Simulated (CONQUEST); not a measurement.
## InPd under changes of volume

One of the cells (17.513 Å³/atom); the others are scaled copies at fixed shape and fractional positions:

```xyz
2
Lattice="3.2719 0.0000 0.0000 0.0000 3.2719 0.0000 0.0000 0.0000 3.2719" Properties=species:S:1:pos:R:3 pbc="T T T"
In    0.0000    0.0000    0.0000
Pd    1.6359    1.6359    1.6359
```

The cell comes from a database or a generator and needn't be the stable form of this composition.

| Property | Result |
| --- | --- |
| Program | CONQUEST 1.3 |
| Functional | PBE |
| Potentials or basis | PseudoDojo NC PBE, DZP, grid of 32 × 32 × 32 points |
| k mesh | 8 × 8 × 8 |
| Occupations | fermi-dirac, width 0.05 eV |
| Spin | no spin polarisation |

```tsv
volume (Å³/atom)	energy over the lowest point (meV/atom)	pressure (GPa)
16.462	76.58	15.2
16.813	47.92	11.4
17.163	25.97	8.5
17.513	?	?
17.863	3.22	3.1
18.214	0.00	0.2
18.564	1.74	-1.5
```

Task: What does the run at 17.513 Å³/atom give?

Result: Energy over the lowest point 11.82 meV/atom; pressure 5.0 GPa.

Worked out: A Birch-Murnaghan fit of order 3 (a polynomial in V^(-2/3)) to the other rows has its minimum at 18.26 Å³/atom with B0 = V·E''(V) = 114 GPa and B' = 4.7. It gives 11.66 meV/atom at 17.513 Å³/atom, against the run's 11.82, and -dE/dV = 5.2 GPa, against 5.0.

Energies are extrapolated to zero smearing.

Caveats: the basis of atomic orbitals isn't converged, which shifts pressures, moduli and gaps.
